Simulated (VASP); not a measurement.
# InP (F-43m) in VASP: elastic constants with r2SCAN

Aim: the elastic constants of InP with r2SCAN.

Everything below comes from runs of VASP 6.6.1. Logs are shortened: lines on timing, memory, paths and dates and some standing lists are left out, and cuts for length are marked.

## 1. Starting point

The structure is cubic, space group F-43m (No. 216). The conventional cell has a = 5.904 Å, b = 5.904 Å, c = 5.904 Å, α = 90.00°, β = 90.00°, γ = 90.00°. Around In (site symmetry -43m) lie 4 P at 2.56 Å. P (site symmetry -43m) is surrounded by 4 In at 2.56 Å.

The cell is a database's computed one.

## 2. Elastic constants, r2SCAN

The input, POSCAR:

```
InP
1.0
    0.0000000000      2.9519763900      2.9519763900
    2.9519763900      0.0000000000      2.9519763900
    2.9519763900      2.9519763900      0.0000000000
In P
1 1
Direct
    0.0000000000      0.0000000000      0.0000000000
    0.7500000000      0.7500000000      0.7500000000
```

The input, INCAR.step1:

```
SYSTEM = InP
  ALGO = Normal
  EDIFF = 1E-8
  EDIFFG = -0.002
  ENCUT = 600
  IBRION = 2
  ISIF = 3
  ISMEAR = 0
  LASPH = .True.
  LCHARG = .False.
  LMIXTAU = .True.
  LREAL = .False.
  LWAVE = .False.
  METAGGA = R2SCAN
  NELM = 100
  NSW = 40
  PREC = Accurate
  SIGMA = 0.02
```

The input, INCAR.step2:

```
SYSTEM = InP
  ALGO = Normal
  EDIFF = 1E-8
  ENCUT = 600
  IBRION = 6
  ISIF = 3
  ISMEAR = 0
  LASPH = .True.
  LCHARG = .False.
  LMIXTAU = .True.
  LREAL = .False.
  LWAVE = .False.
  METAGGA = R2SCAN
  NELM = 100
  NFREE = 2
  NSW = 1
  POTIM = 0.015
  PREC = Accurate
  SIGMA = 0.02
```

The input, KPOINTS:

```
k-points
0
Gamma
  10 10 10
  0 0 0
```

Potentials or basis: VASP PAW PBE potentials, release 64 (In_d, P).

Command:

```
cat potpaw_PBE.64/In_d/POTCAR potpaw_PBE.64/P/POTCAR > POTCAR
cp INCAR.step1 INCAR
mpirun -np 1 vasp_std > vasp.out
cp CONTCAR POSCAR
cp INCAR.step2 INCAR
mpirun -np 1 vasp_std > vasp.out
```

OUTCAR:

```text
SYSTEM = InP
   EDIFF = 1E-8
   ENCUT = 600
   IBRION = 6
   ISIF = 3
   ISMEAR = 0
   LASPH = .True.
   LREAL = .False.
   METAGGA = R2SCAN
   NELM = 100
   NFREE = 2
   NSW = 1
   POTIM = 0.015
   PREC = Accurate

 ion  position               nearest neighbor table
   1  0.000  0.000  0.000-   2 2.56   2 2.56   2 2.56   2 2.56
   2  0.750  0.750  0.750-   1 2.56   1 2.56   1 2.56   1 2.56

  LATTYP: Found a face centered cubic cell.
 ALAT       =     5.9046991725

  Lattice vectors:

 A1 = (   0.0000000000,   2.9523495863,   2.9523495863)
 A2 = (   2.9523495863,   0.0000000000,   2.9523495863)
 A3 = (   2.9523495863,   2.9523495863,   0.0000000000)

Analysis of symmetry for initial positions (statically):
=====================================================================
 Subroutine PRICEL returns:
 Original cell was already a primitive cell.

 Routine SETGRP: Setting up the symmetry group for a
 face centered cubic supercell.

 Subroutine GETGRP returns: Found 24 space group operations
 (whereof 24 operations were pure point group operations)
 out of a pool of 48 trial point group operations.

The static configuration has the point symmetry T_d .

Analysis of symmetry for dynamics (positions and initial velocities):
=====================================================================
 Subroutine PRICEL returns:
 Original cell was already a primitive cell.

 Routine SETGRP: Setting up the symmetry group for a
 face centered cubic supercell.

 Subroutine GETGRP returns: Found 24 space group operations
 (whereof 24 operations were pure point group operations)
 out of a pool of 48 trial point group operations.

The dynamic configuration has the point symmetry T_d .

 Subroutine INISYM returns: Found 24 space group operations
 (whereof 24 operations are pure point group operations),
 and found     1 'primitive' translations

----------------------------------------------------------------------------------------

                                     Primitive cell

  volume of cell :      51.4675

  direct lattice vectors                    reciprocal lattice vectors
     0.000000000  2.952349586  2.952349586    -0.169356638  0.169356638  0.169356638
     2.952349586  0.000000000  2.952349586     0.169356638 -0.169356638  0.169356638
     2.952349586  2.952349586  0.000000000     0.169356638  0.169356638 -0.169356638

  length of vectors
     4.175252826  4.175252826  4.175252826     0.293334302  0.293334302  0.293334302

  position of ions in fractional coordinates (direct lattice)
     0.000000000  0.000000000  0.000000000
     0.750000000  0.750000000  0.750000000

  ion indices of the primitive-cell ions
   primitive index   ion index
                 1           1
                 2           2

----------------------------------------------------------------------------------------

 KPOINTS: k-points

Automatic generation of k-mesh.
 Grid dimensions read from file:
 generate k-points for:   10   10   10

 Generating k-lattice:

  Cartesian coordinates                     Fractional coordinates (reciprocal lattice)
    -0.016935664  0.016935664  0.016935664     0.100000000  0.000000000  0.000000000
     0.016935664 -0.016935664  0.016935664     0.000000000  0.100000000  0.000000000
     0.016935664  0.016935664 -0.016935664     0.000000000  0.000000000  0.100000000

  Length of vectors
     0.029333430  0.029333430  0.029333430

  Shift w.r.t. Gamma in fractional coordinates (k-lattice)
     0.000000000  0.000000000  0.000000000

 Subroutine IBZKPT returns following result:
 ===========================================

 Found     47 irreducible k-points:

 Following reciprocal coordinates:
            Coordinates               Weight
  0.000000  0.000000  0.000000      1.000000
  0.100000  0.000000  0.000000      8.000000
  0.200000  0.000000  0.000000      8.000000
[... 62 lines left out ...]
  Fermi-wavevector in a.u.,A,eV,Ry     =   1.153421  2.179650 18.100922  1.330380
  Thomas-Fermi vector in A             =   2.290065
   LORBIT       =      0    0 simple, 1 ext, 2 COOP (PROOUT), +10 PAW based schemes
   METAGGA = R2SCAN    functional components
   LHFCALC =     F    Hartree Fock is set to
   AEXX    =    0.0000 exact exchange contribution
   IVDW    =     0    specifies the selected vdW correction
   LEPSILON=     F    determine dielectric tensor
   LRPA    =     F    only Hartree local field effects (RPA)
 finite differences with symmetry
 non-spin polarized calculation
 Gauss-broadening in eV      SIGMA  =   0.02
  energy-cutoff  :      600.00
  volume of cell :       51.47
 maximum number of plane-waves:      1759
 NGX is ok and might be reduce to    36
   NGX = 17   NGY = 17   NGZ = 17

--------------------------------------- Ionic step        1  -------------------------------------------

 number of electron      17.9999998 magnetization

 Free energy of the ion-electron system (eV)
  ---------------------------------------------------
  ext. energy  EPLUGINS =         0.00000000
  ---------------------------------------------------
  free energy    TOTEN  =       -32.29973320 eV

  energy without entropy =      -32.29973320  energy(sigma->0) =      -32.29973320

------------------------ aborting loop because EDIFF is reached ----------------------------------------

  FORCE on cell =-STRESS in cart. coord.  units (eV):
  Direction    XX          YY          ZZ          XY          YZ          ZX
  --------------------------------------------------------------------------------------
  -------------------------------------------------------------------------------------
  Total        0.0026045      0.0026045      0.0026045     -0.0000000     -0.0000000     -0.0000000
  in kB        0.0810764      0.0810764      0.0810764     -0.0000000     -0.0000000     -0.0000000
  external PRESSURE =       0.0810764 kB  Pullay stress =       0.0000000 kB
[... 89 lines left out ...]
  FREE ENERGIE OF THE ION-ELECTRON SYSTEM (eV)
  ---------------------------------------------------
  free  energy   TOTEN  =       -32.2961244125 eV

  energy  without entropy=      -32.2961244125  energy(sigma->0) =      -32.29612441

[... ionic steps 4 to 14 ...]

--------------------------------------- Ionic step       15  -------------------------------------------

 number of electron      17.9999999 magnetization

------------------------ aborting loop because EDIFF is reached ----------------------------------------
[... 67 lines left out ...]
--------------------------------------- Ionic step       17  -------------------------------------------

 number of electron      17.9999998 magnetization

 Free energy of the ion-electron system (eV)
  ---------------------------------------------------
  ext. energy  EPLUGINS =         0.00000000
  ---------------------------------------------------
  free energy    TOTEN  =       -32.29885364 eV

  energy without entropy =      -32.29885364  energy(sigma->0) =      -32.29885364

 E-fermi :   4.9234     XC(G=0):  -9.7775

 val. band max:        4.7969792040   @ k =   0.0000   0.0000   0.0000
 cond. band min:       5.8077799311   @ k =   0.0000   0.0000   0.0000
 fundamental gap:      1.0108007270
 Fermi energy:         4.9234458530

 k-point     1 :       0.0000    0.0000    0.0000
  band No.  band energies     occupation
      1      -9.8477      2.00000
      2      -9.8448      2.00000
      3      -9.8412      2.00000
      4      -9.6771      2.00000
      5      -9.6771      2.00000
      6      -7.0761      2.00000
      7       4.7397      2.00000
      8       4.7692      2.00000
      9       4.7970      2.00000
     10       5.8078      0.00000
     11       9.1929      0.00000
     12       9.2093      0.00000
     13       9.2274      0.00000
[... 354 lines left out ...]
  band No.  band energies     occupation
      1      -9.9985      2.00000
      2      -9.7678      2.00000
      3      -9.7645      2.00000
      4      -9.7108      2.00000
      5      -9.6507      2.00000
      6      -5.3907      2.00000
      7       0.0206      2.00000
      8       2.5680      2.00000
      9       2.8422      2.00000
     10       7.3141      0.00000
     11       8.1119      0.00000
     12      12.0472      0.00000
     13      12.7149      0.00000

 [... further k-points ...]
[... 5 lines left out ...]
  --------------------------------------------------------------------------------------
  -------------------------------------------------------------------------------------
  Total        0.0023819      0.0047326      0.0047326      0.0000000     -0.1128537      0.0000000
  in kB        0.0741470      0.1473260      0.1473260      0.0000000     -3.5131217      0.0000000
  external PRESSURE =       0.1229330 kB  Pullay stress =       0.0000000 kB
[... 17 lines left out ...]
  FREE ENERGIE OF THE ION-ELECTRON SYSTEM (eV)
  ---------------------------------------------------
  free  energy   TOTEN  =       -32.2988536414 eV

  energy  without entropy=      -32.2988536414  energy(sigma->0) =      -32.29885364

 INTERNAL STRAIN TENSORS FROM STRAINED CELLS
 ============================================

 INTERNAL STRAIN TENSOR FOR ION    1 for displacements in x,y,z  (eV/Angst):
          X           Y           Z          XY          YZ          ZX
  --------------------------------------------------------------------------------
  x    -0.00000    -0.00000     0.00000     0.00000    -7.60017     0.00000
  y     0.00000    -0.00000     0.00000     0.00000     0.00000    -7.59651
  z     0.00000    -0.00000    -0.00000    -7.59556     0.00000     0.00000

 INTERNAL STRAIN TENSORS FROM DISPLACED ATOMS
 ============================================

 INTERNAL STRAIN TENSOR FOR ION    1 for displacements in x,y,z  (eV/Angst):
          X           Y           Z          XY          YZ          ZX
  --------------------------------------------------------------------------------
  x     0.00000    -0.00000    -0.00000     0.00000    -7.59303     0.00000
  y     0.00000    -0.00000     0.00000     0.00000     0.00000    -7.59303
  z    -0.00000    -0.00000     0.00000    -7.59303     0.00000     0.00000

 INTERNAL STRAIN TENSOR FOR ION    2 for displacements in x,y,z  (eV/Angst):
          X           Y           Z          XY          YZ          ZX
  --------------------------------------------------------------------------------
  x     0.00000     0.00000     0.00000     0.00000     7.56302     0.00000
  y     0.00000     0.00000     0.00000     0.00000     0.00000     7.56302
  z     0.00000     0.00000     0.00000     7.56302     0.00000     0.00000

 Eigenvectors and eigenvalues of the dynamical matrix
 ----------------------------------------------------

   1 f  =    8.848139 THz    55.594496 2PiTHz  295.142145 cm-1    36.592946 meV
             X         Y         Z           dx          dy          dz
      0.000000  0.000000  0.000000     0.000000   -0.460811   -0.000000
      4.428524  4.428524  4.428524     0.000000    0.887498   -0.000000
[... 21 lines left out ...]
   6 f/i=    0.001123 THz     0.007055 2PiTHz    0.037454 cm-1     0.004644 meV
             X         Y         Z           dx          dy          dz
      0.000000  0.000000  0.000000    -0.342457    0.590315    0.567366
      4.428524  4.428524  4.428524    -0.177812    0.306506    0.294591

--------------------------------------------------------------------------------------------------------

 ELASTIC MODULI CONTR FROM IONIC RELAXATION (kBar)
 Direction    XX          YY          ZZ          XY          YZ          ZX
 --------------------------------------------------------------------------------
 XX          -0.0000      0.0000      0.0000     -0.0000      0.0000      0.0000
 YY           0.0000     -0.0000      0.0000     -0.0000     -0.0000     -0.0000
 ZZ           0.0000      0.0000     -0.0000      0.0000     -0.0000      0.0000
 XY          -0.0000     -0.0000      0.0000   -228.8171      0.0000      0.0000
 YZ           0.0000     -0.0000     -0.0000      0.0000   -228.8171      0.0000
 ZX           0.0000     -0.0000      0.0000      0.0000      0.0000   -228.8171
 --------------------------------------------------------------------------------

 TOTAL ELASTIC MODULI (kBar)
 Direction    XX          YY          ZZ          XY          YZ          ZX
 --------------------------------------------------------------------------------
 XX         987.1791    535.9019    535.9019      0.0000      0.0000     -0.0000
 YY         535.9019    987.1791    535.9019     -0.0000      0.0000     -0.0000
 ZZ         535.9019    535.9019    987.1791      0.0000     -0.0000      0.0000
 XY           0.0000     -0.0000      0.0000    466.0605      0.0000      0.0000
 YZ           0.0000      0.0000     -0.0000      0.0000    466.0605      0.0000
 ZX          -0.0000     -0.0000      0.0000      0.0000      0.0000    466.0605
 --------------------------------------------------------------------------------
```

Run time: 73 min. Hardware: 1 thread of Intel Xeon 6975P-C (Granite Rapids), shared host; peak memory 0.54 GiB.

Results:

```yaml
Elastic_constants_C11_C12_C44: 99, 54, 47 GPa
Voigt_bulk_modulus: 69 GPa
Highest_phonon_frequency_at_Γ_LO-TO_splitting_left_out: 295 cm⁻¹
```

Phonon frequencies in cm⁻¹ (negative: imaginary):
| q point | frequencies |
| --- | --- |
| (0.000, 0.000, 0.000) | 0 0 0 295 295 295 |

Elastic tensor in Voigt notation (GPa, in the Cartesian axes of the cell as first typed):
```
99 54 54  0  0  0
54 99 54  0  0  0
54 54 99  0  0  0
 0  0  0 47  0  0
 0  0  0  0 47  0
 0  0  0  0  0 47
```

Clamped-ion elastic tensor (GPa):
```
99 54 54  0  0  0
54 99 54  0  0  0
54 54 99  0  0  0
 0  0  0 69  0  0
 0  0  0  0 69  0
 0  0  0  0  0 69
```

Caveat: the PAW data sets were made with another functional, which shifts forces and pressure a little.
